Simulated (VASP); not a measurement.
## A VASP 6.6.1 single-point calculation on SiC

INCAR

```
NSW = 0
METAGGA = R2SCAN
LWAVE = .FALSE.
ISMEAR = 0
LCHARG = .FALSE.
ALGO = Normal
ENCUT = 520
NELM = 56
PREC = Normal
ISIF = 2
EDIFF = 1E-7
IBRION = -1
NBANDS = 11
SIGMA = 0.01
LREAL = .FALSE.
LASPH = .TRUE.
```

KPOINTS

```
KPOINTS created by Atomic Simulation Environment
0
Monkhorst-Pack
10 10 10
0 0 0
```

POSCAR

```
Si C
 1.0000000000000000
     0.0000000000000000    2.1127107805000001    2.1127107805000001
     2.1127107805000001    0.0000000000000000    2.1127107805000001
     2.1127107805000001    2.1127107805000001    0.0000000000000000
 Si  C
   1   1
Cartesian
  0.0000000000000000  0.0000000000000000  0.0000000000000000
  1.0563553902500000  1.0563553902500000  1.0563553902500000
```

The recommended PBE PAW datasets give the neutral cell 8 valence electrons.

Command

```
mpirun -np 1 vasp_std
```

OSZICAR

```
N       E                     dE             d eps       ncg     rms          rms(c)
DAV:   1    -0.183061358148E+01   -0.18306E+01   -0.42408E+03  2524   0.638E+02
DAV:   2    -0.218420273098E+02   -0.20011E+02   -0.19064E+02  3074   0.114E+02
DAV:   3    -0.223795401658E+02   -0.53751E+00   -0.53673E+00  2929   0.155E+01
DAV:   4    -0.223812647393E+02   -0.17246E-02   -0.17245E-02  2773   0.113E+00
DAV:   5    -0.223812714011E+02   -0.66617E-05   -0.66617E-05  2929   0.645E-02    0.103E+01
DAV:   6    -0.191814273263E+02    0.31998E+01   -0.51564E+00  2705   0.112E+01    0.580E+00
DAV:   7    -0.191877710435E+02   -0.63437E-02   -0.63813E-01  2954   0.465E+00    0.268E+00
DAV:   8    -0.191986221796E+02   -0.10851E-01   -0.20636E-02  2643   0.113E+00    0.249E-01
DAV:   9    -0.191990119426E+02   -0.38976E-03   -0.42657E-04  3099   0.181E-01    0.167E-01
DAV:  10    -0.191990689882E+02   -0.57046E-04   -0.59093E-05  2657   0.729E-02    0.135E-02
DAV:  11    -0.191990695485E+02   -0.56022E-06   -0.11292E-06  3038   0.640E-03    0.416E-03
DAV:  12    -0.191990695073E+02    0.41200E-07   -0.20065E-07  2744   0.389E-03
   1 F= -.19199070E+02 E0= -.19199070E+02  d E =-.485072-113
```

From OUTCAR

```
k-points           NKPTS =    110   k-points in BZ     NKDIM =    110   number of bands    NBANDS=     11

   NELECT =       8.0000    total number of electrons

   dimension x,y,z NGX =    18 NGY =   18 NGZ =   18
   dimension x,y,z NGXF=    36 NGYF=   36 NGZF=   36

  energy-cutoff  :      520.00
  volume of cell :       18.86
      direct lattice vectors                 reciprocal lattice vectors
     0.000000000  2.112710781  2.112710781    -0.236662777  0.236662777  0.236662777
     2.112710781  0.000000000  2.112710781     0.236662777 -0.236662777  0.236662777
     2.112710781  2.112710781  0.000000000     0.236662777  0.236662777 -0.236662777

 k-points in reciprocal lattice and weights: KPOINTS created by Atomic Simulation Env
   0.05000000  0.05000000  0.05000000       0.002
   0.15000000  0.05000000  0.05000000       0.006
   0.25000000  0.05000000  0.05000000       0.006
   0.35000000  0.05000000  0.05000000       0.006
   0.45000000  0.05000000  0.05000000       0.006
  -0.45000000  0.05000000  0.05000000       0.006
  -0.35000000  0.05000000  0.05000000       0.006
  -0.25000000  0.05000000  0.05000000       0.006
   ...

 E-fermi :   9.1707

 k-point     1 :       0.0500    0.0500    0.0500
  band No.  band energies     occupation
      1      -7.8313      2.00000
      2       8.7600      2.00000
      3       9.0125      2.00000
      4       9.0125      2.00000
      5      17.1423      0.00000
      6      17.6996      0.00000
      7      17.6996      0.00000
      8      17.7114      0.00000
      9      24.4938      0.00000
     10      24.4938      0.00000
     11      27.8250      0.00000

 k-point     2 :       0.1500    0.0500    0.0500
  band No.  band energies     occupation
      1      -7.5418      2.00000
      2       7.6012      2.00000
      3       8.5150      2.00000
      4       8.9889      2.00000
      5      17.1842      0.00000
      6      17.8632      0.00000
      7      17.8933      0.00000
      8      18.6555      0.00000
      9      22.9489      0.00000
     10      24.0346      0.00000
     11      27.6157      0.00000

 k-point     3 :       0.2500    0.0500    0.0500
  band No.  band energies     occupation
      1      -6.8311      2.00000
      2       5.2737      2.00000
      3       8.0813      2.00000
      4       8.7108      2.00000
      5      16.7850      0.00000
      6      18.1068      0.00000
      7      18.3558      0.00000
      8      19.7072      0.00000
      9      22.4250      0.00000
     10      23.9953      0.00000
     11      26.7094      0.00000

 k-point     4 :       0.3500    0.0500    0.0500
  band No.  band energies     occupation
      1      -5.7472      2.00000
      2       2.7652      2.00000
      3       7.7694      2.00000
      4       8.3431      2.00000
      5      16.3993      0.00000
      6      17.7813      0.00000
      7      17.8771      0.00000
      8      20.5995      0.00000
      9      23.7373      0.00000
     10      25.2883      0.00000
     11      26.8541      0.00000

 k-point     5 :       0.4500    0.0500    0.0500
  band No.  band energies     occupation
      1      -4.4705      2.00000
      2       0.5994      2.00000
      3       7.6429      2.00000
      4       8.0256      2.00000
      5      16.1480      0.00000
      6      17.2748      0.00000
      7      17.4115      0.00000
      8      20.8849      0.00000
      9      26.1865      0.00000
     10      26.8874      0.00000
     11      28.1949      0.00000

 ...

  Total        2.8859073      2.8859073      2.8859073     -0.0000000      0.0000000     -0.0000000
  in kB      245.1561679    245.1561679    245.1561679     -0.0000000      0.0000000     -0.0000000
  external PRESSURE =     245.1561679 kB  Pullay stress =       0.0000000 kB

 POSITION                                       TOTAL-FORCE (eV/Angst)
 -----------------------------------------------------------------------------------
      0.00000      0.00000      0.00000        -0.000000     -0.000000     -0.000000
      1.05636      1.05636      1.05636         0.000000      0.000000      0.000000
 -----------------------------------------------------------------------------------
    total drift:                                0.000001      0.000001      0.000001

  FREE ENERGIE OF THE ION-ELECTRON SYSTEM (eV)
  ---------------------------------------------------
  free  energy   TOTEN  =       -19.1990695073 eV

  energy  without entropy=      -19.1990695073  energy(sigma->0) =      -19.19906951
```

It converged. Results: gap between bands v and c on the k mesh 1.91 eV; least direct gap on the k mesh 5.34 eV; pressure 24.5 GPa. Band v is the last that the valence electrons fill when counted band by band, and c is the next.

The shifted mesh misses Γ, so a band edge there is missed.

For comparison, a separate r²SCAN run of the intended cell, on usual settings and not on those above, gives a gap of 1.66 eV on its mesh and a pressure of 24.5 GPa.

The run above took about 39 s on one core of a shared host (Intel Xeon Platinum 8488C) and held 0.13 GiB at most.
